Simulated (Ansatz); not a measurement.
Si3N4:

```xyz
7
Lattice="4.1308 0.0000 0.0000 0.0000 4.1308 0.0000 0.0000 0.0000 4.1308" Properties=species:S:1:pos:R:3 pbc="T T T"
Si    0.0000    0.0000    2.0654
Si    2.0654    0.0000    0.0000
Si    0.0000    2.0654    0.0000
N     0.9894    0.9894    3.1414
N     3.1414    3.1414    3.1414
N     0.9894    3.1414    0.9894
N     3.1414    0.9894    0.9894
```

The cell was built by a generator and needn't be a form met in nature.

* Program: Ansatz 0.2.0
* Task: relaxation of cell and atoms
* Functional: PBEsol
* Potentials or basis: Ansatz PAW
* Cutoff: 420 eV (not typed: the program's choice for these potentials)
* k mesh: 7 × 7 × 7
* Occupations: fermi-dirac, width 0.05 eV
* Spin: no spin polarisation

At the start: volume 10.07 Å³/atom.

**Question.** How do energy, volume and symmetry change on relaxing?

**Answer.** It ends after 7 steps and the volume is 9.88 Å³/atom (-1.9 %); space group P-43m (No. 215, to 0.05 Å).

The path:
```
step  energy change (eV)  largest force (eV/Å)  volume (Å³)
   1              0.0000                0.0523        70.48
   2             -0.0157                0.0969        69.66
   3             -0.0200                0.0329        69.21
   4             -0.0202                0.0047        69.20
   5             -0.0162                0.0046        69.20
   6             -0.0163                0.0000        69.17
   7             -0.0160                0.0001        69.17
```

Final structure:
```yaml
crystal:
  lattice:
    - [4.10499, 0.00000, 0.00000]
    - [0.00000, 4.10499, 0.00000]
    - [0.00000, 0.00000, 4.10499]
  atoms:
    - { symbol: Si, position: [0.00000, 0.00000, 0.50000] }
    - { symbol: Si, position: [0.50000, 0.00000, 0.00000] }
    - { symbol: Si, position: [0.00000, 0.50000, 0.00000] }
    - { symbol: N, position: [0.24032, 0.24032, 0.75968] }
    - { symbol: N, position: [0.75968, 0.75968, 0.75968] }
    - { symbol: N, position: [0.24032, 0.75968, 0.24032] }
    - { symbol: N, position: [0.75968, 0.24032, 0.24032] }
```

Caveat: the plane-wave basis is chosen anew once the cell has moved, so the energies of steps on either side of that aren't comparable; the pressure holds a Pulay correction of +0.5 GPa for the finite cutoff; the PAW data sets come from PBE, with cores solved anew for the run's functional, which leaves a small shift of forces and pressure.
